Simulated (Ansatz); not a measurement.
Space group Fm-3m (No. 225). a = 4.832 Å, b = 4.832 Å, c = 4.832 Å, α = 90.00°, β = 90.00°, γ = 90.00°
```tsv
atom	site	symmetry	x	y	z
Na	4a	m-3m	0.0000	0.0000	0.0000
H	4b	m-3m	0.5000	0.0000	0.0000
```

Equation of state of this NaH structure (not necessarily the ground state), with shape and atoms relaxed at each volume where symmetry leaves them free. Computed with DFT PBE, scalar-relativistic, plane waves, PAW (Ansatz).

Plane waves to 420 eV, a k mesh through Γ of 8×8×8 on the computed 2-atom cell and Gaussian smearing (0.02 eV); no spin polarisation.

```json
{"V (Å³/atom)": "12.411", "E − E(largest V) (meV/atom)": "9.14", "P (GPa)": "3.77", "gap on mesh (eV)": "3.98"}
{"V (Å³/atom)": "12.834", "E − E(largest V) (meV/atom)": "0.76", "P (GPa)": "2.61", "gap on mesh (eV)": "3.92"}
{"V (Å³/atom)": "13.257", "E − E(largest V) (meV/atom)": "-4.79", "P (GPa)": "1.61", "gap on mesh (eV)": "3.87"}
{"V (Å³/atom)": "13.680", "E − E(largest V) (meV/atom)": "-7.86", "P (GPa)": "0.75", "gap on mesh (eV)": "3.81"}
{"V (Å³/atom)": "14.103", "E − E(largest V) (meV/atom)": "-8.82", "P (GPa)": "0.00", "gap on mesh (eV)": "3.76"}
{"V (Å³/atom)": "14.526", "E − E(largest V) (meV/atom)": "-7.92", "P (GPa)": "-0.65", "gap on mesh (eV)": "3.71"}
{"V (Å³/atom)": "14.949", "E − E(largest V) (meV/atom)": "-5.45", "P (GPa)": "-1.22", "gap on mesh (eV)": "3.67"}
{"V (Å³/atom)": "15.513", "E − E(largest V) (meV/atom)": "0.00", "P (GPa)": "-1.86", "gap on mesh (eV)": "3.61"}
```

Q: Fit a third-order Birch–Murnaghan equation to E(V).

A: V0 = 14.10 Å³/atom, B0 = 23 GPa, B0' = 3.8.